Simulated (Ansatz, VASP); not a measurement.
**C: VASP beside Ansatz**

```
CELL_PARAMETERS angstrom
2.46000 0.00000 0.00000
-1.23000 2.13042 0.00000
0.00000 0.00000 29.51730
ATOMIC_POSITIONS crystal
C 0.00000 0.00000 0.25409
C 0.66667 0.33333 0.25447
C 0.66667 0.33333 0.36779
C 0.33333 0.66667 0.36817
C 0.66667 0.33333 0.63183
C 0.33333 0.66667 0.63221
C 0.33333 0.66667 0.74553
C 0.00000 0.00000 0.74591
```

Alike in both runs: task single point; functional PBE; k mesh 12 × 12 × 1; occupations fermi-dirac, width 0.05 eV; no spin polarisation.

|  | VASP | Ansatz |
| --- | --- | --- |
| version | VASP 6.6.1 | Ansatz 0.2.0 |
| potentials or method | VASP PAW PBE potentials, release 64 (C) | Ansatz PAW |
| plane-wave cutoff (eV) | 520 | 420 |
| valence electrons in the cell | 32 | 32 |

|  | VASP | Ansatz | Ansatz less VASP |
| --- | --- | --- | --- |
| gap on the k mesh at the Fermi level (eV) | none | none | - |
| rms of the force components (eV/Å) | 0.104 | 0.104 | +0.0003 |

Atom by atom the forces differ by 0.000 eV/Å (rms over components). A gap of «none» marks a metal or a gap that the smearing closes.
